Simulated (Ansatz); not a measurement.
A relaxed cell of PbS is given with its symmetry left out. The cell was found from a structure generator's guess, not taken from experiment.

The calculation used DFT PBE, scalar-relativistic, plane waves, PAW (Ansatz). Cutoff 420 eV, Γ-centred mesh, Gaussian smearing, no spin polarisation.

```
CELL_PARAMETERS angstrom
-2.12425 2.12425 3.00533
2.12425 -2.12425 3.00533
2.12425 2.12425 -3.00533
ATOMIC_POSITIONS crystal
Pb 0.50177 0.50177 0.00000
S 0.99880 0.99880 0.00000
```

Formation energies are uncorrected and refer to the elements' standard structures at the same level.

Q: What space group does it have?

A: I4mm (No. 107). Conventional cell: a = 4.249 Å, c = 6.011 Å. Around Pb lie 6 S at 2.99–3.02 Å; S has 6 Pb at 2.99–3.02 Å.

Q: What is its formation energy per atom?

A: −0.550 eV/atom. It lies below the elements, which doesn't yet make it stable against other compounds or structures.

Q: Is it a metal?

A: No, the gap on the 12×12×12 mesh is 0.50 eV.

The last run used a 12×12×12 mesh for its 2-atom cell and Gaussian smearing of 0.02 eV. Spin–orbit coupling, which can matter for Pb, is left out. Kohn–Sham gaps at this level usually fall short of measured ones. The missing spin–orbit coupling can work the other way here. The reference form of S is held partly by dispersion forces, which this level lacks. This cell was reached by moving the atoms of another relaxed cell at random and relaxing again, last within the group found; it had no such test of its own.
